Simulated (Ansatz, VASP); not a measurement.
**Al in VASP and in Ansatz**

Contents of POSCAR:

```
Al
1.0
   -1.5912186900      1.5912186900      1.5912186900
    1.5912186900     -1.5912186900      1.5912186900
    1.5912186900      1.5912186900     -1.5912186900
Al
1
Direct
    0.0000000000      0.0000000000      0.0000000000
```

The input INCAR.step1:

```
SYSTEM = Al
  PREC = Accurate
  ENCUT = 520
  ISMEAR = 0
  SIGMA = 0.15
  LREAL = .FALSE.
  LASPH = .TRUE.
  NELM = 100
  NBANDS = 8
  GGA = PE
  ALGO = Normal
  EDIFF = 1E-4
  LWAVE = .TRUE.
  LCHARG = .FALSE.
```

Contents of INCAR.step2:

```
SYSTEM = Al
  PREC = Accurate
  ENCUT = 520
  EDIFF = 1E-6
  ISMEAR = 0
  SIGMA = 0.15
  LREAL = .FALSE.
  LASPH = .TRUE.
  NELM = 100
  ALGO = Normal
  ISIF = 2
  LWAVE = .FALSE.
  LCHARG = .FALSE.
  METAGGA = R2SCAN
  LMIXTAU = .TRUE.
  NBANDS = 8
  ISTART = 1
```

Contents of KPOINTS:

```
Automatic mesh
0
G
  24 24 24
  0 0 0
```

Input for Ansatz:

```yaml
crystal:
  lattice:
    - [-1.59121869, 1.59121869, 1.59121869]
    - [1.59121869, -1.59121869, 1.59121869]
    - [1.59121869, 1.59121869, -1.59121869]
  atoms:
    - { symbol: Al, position: [0.0, 0.0, 0.0] }
basis:
  ecutwfc: 500
kpoints:
  mp_grid: { grid: [24, 24, 24] }
hamiltonian:
  xc: r2scan
scf:
  occupations: { method: gaussian, width: 0.15 }
output:
  forces: true
  stress: true
  eigenvalues: true
```

This isn't the form of Al at room conditions, which is fcc.

Alike in both runs: task single point; functional r2SCAN; k mesh 24 × 24 × 24; occupations gaussian, width 0.15 eV; no spin polarisation.

```csv
,VASP,Ansatz
version,VASP 6.6.1,Ansatz 0.2.0
potentials or method,"VASP PAW PBE potentials, release 64 (Al)","scalar-relativistic, plane waves, PAW"
plane-wave cutoff (eV),520,500
valence electrons in the cell,3,3
```

Ansatz gave:

* gap on the k mesh at the Fermi level (eV): none
* pressure (GPa): 0.5

**Question.** Estimate VASP's values.

**Answer.** gap on the k mesh at the Fermi level (eV): none; pressure (GPa): 0.2.

A gap of «none» marks a metal or a gap that the smearing closes. The functional is the same, so the differences come from potentials, cutoffs and numerics.

Caveats: the PAW data sets were made with another functional, which shifts forces and pressure a little (VASP).
